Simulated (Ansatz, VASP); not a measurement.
**BAs in VASP and in Ansatz**

File INCAR:

```
PREC = Accurate ; ENCUT = 520
EDIFF = 1E-6 ; ISMEAR = 0
SIGMA = 0.05 ; LREAL = F
LASPH = T ; NELM = 100
ALGO = Normal ; ISIF = 2
LWAVE = F ; LCHARG = F
GGA = PS ; NBANDS = 11
```

KPOINTS

```
regular mesh
0
Gamma
  12 12 12
```

POSCAR

```
BAs
1.0
    0.0000000000      2.3850242018      2.3850242018
    2.3850242018      0.0000000000      2.3850242018
    2.3850242018      2.3850242018      0.0000000000
B As
1 1
Direct
    0.0000000000      0.0000000000      0.0000000000
    0.7500000000      0.7500000000      0.7500000000
```

Input for Ansatz:

```yaml
crystal:
  lattice:
    - [0.0, 2.3850242018, 2.3850242018]
    - [2.3850242018, 0.0, 2.3850242018]
    - [2.3850242018, 2.3850242018, 0.0]
  atoms:
    - { symbol: B, position: [0.0, 0.0, 0.0] }
    - { symbol: As, position: [0.75, 0.75, 0.75] }
basis:
  ecutwfc: 420
  ecutrho_ratio: 4
kpoints:
  mp_grid: { grid: [12, 12, 12] }
hamiltonian:
  xc: pbesol
scf:
  occupations: { method: gaussian, width: 0.05 }
output:
  forces: true
  stress: true
  eigenvalues: true
```

Alike in both runs: task single point; functional PBEsol; k mesh 12 × 12 × 12; occupations gaussian, width 0.05 eV; no spin polarisation.

|  | VASP | Ansatz |
| --- | --- | --- |
| version | VASP 6.6.1 | Ansatz 0.2.0 |
| potentials or method | VASP PAW PBE potentials, release 64 (B, As) | scalar-relativistic, plane waves, PAW |
| plane-wave cutoff (eV) | 520 | 420 |
| valence electrons in the cell | 8 | 18 |

Ansatz gave:

* gap on the k mesh at the Fermi level (eV): 1.09
* least direct gap on the mesh (eV): 3.25
* pressure (GPa): -0.2

Task: What did VASP give for the same quantities?

Result: gap on the k mesh at the Fermi level (eV): 1.08; least direct gap on the mesh (eV): 3.25; pressure (GPa): 0.7.

The functional is the same, so the differences come from potentials, cutoffs and numerics. The two sets of potentials don't hold the same shells in valence.

Caveats: the PAW data sets were made with another functional, which shifts forces and pressure a little (VASP). A k mesh can miss the band edges. Expect the measured gap to be larger: semilocal functionals such as PBEsol lack the derivative discontinuity.
